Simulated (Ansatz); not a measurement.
# SnO2 under strain

Theory: Ansatz 0.2.0, DFT LDA, scalar-relativistic, plane waves, PAW. Settings: 420 eV cutoff, 6×6×6 k-mesh, Gaussian smearing of 0.02 eV, no spin polarisation.

Reference structure (relaxed):

```yaml
crystal:
  lattice:
    - [4.70345, 0.00000, 0.00000]
    - [0.00000, 5.69517, 0.00000]
    - [0.00000, 0.00000, 5.20433]
  atoms:
    - { symbol: Sn, position: [0.50000, 0.66732, 0.75000] }
    - { symbol: Sn, position: [0.00000, 0.83268, 0.25000] }
    - { symbol: Sn, position: [0.50000, 0.33268, 0.25000] }
    - { symbol: Sn, position: [0.00000, 0.16732, 0.75000] }
    - { symbol: O, position: [0.73102, 0.60491, 0.07763] }
    - { symbol: O, position: [0.23102, 0.89509, 0.92237] }
    - { symbol: O, position: [0.76898, 0.89509, 0.57763] }
    - { symbol: O, position: [0.26898, 0.60491, 0.42237] }
    - { symbol: O, position: [0.73102, 0.39509, 0.57763] }
    - { symbol: O, position: [0.23102, 0.10491, 0.42237] }
    - { symbol: O, position: [0.76898, 0.10491, 0.07763] }
    - { symbol: O, position: [0.26898, 0.39509, 0.92237] }
```

Deformation: uniaxial strain along c, with the lengths of a and b and the atoms relaxed and the angles held, all within the symmetry that the strain leaves. Energies are extrapolated to zero smearing. Gaps are Kohn–Sham gaps over the whole zone.

| strain (%) | ΔE (meV/atom) | a (Å) | b (Å) | c (Å) | gap (eV) |
| --- | --- | --- | --- | --- | --- |
| -2.0 | 3.3 | 4.755 | 5.706 | 5.100 | 1.56 |
| -1.0 | 0.8 | 4.729 | 5.700 | 5.152 | 1.54 |
| +0.0 | 0.0 | 4.703 | 5.695 | 5.204 | 1.50 |
| +1.0 | 0.8 | 4.677 | 5.691 | 5.256 | 1.43 |
| +2.0 | 3.2 | 4.651 | 5.688 | 5.308 | 1.35 |

What stiffness (1/V) d²E/dε² at zero strain does a cubic fit over all points give?

A cubic fit gives (1/V) d²E/dε² = 226 GPa at zero strain (Young's modulus along this axis, angles held).

How does the free axis a answer a small strain?

Between the innermost points its strain is -0.56 times the applied one.

How fast does the gap move with strain on either side?

-36 meV per percent on the compressed side and -72 meV per percent on the stretched side; it is direct at -1.0 %, indirect at zero and indirect at +1.0 %.

This form isn't the usual stable structure of the compound.

Cost: 5 runs of about 17 core-minutes in all, on Arm Neoverse V2 (shared hosts).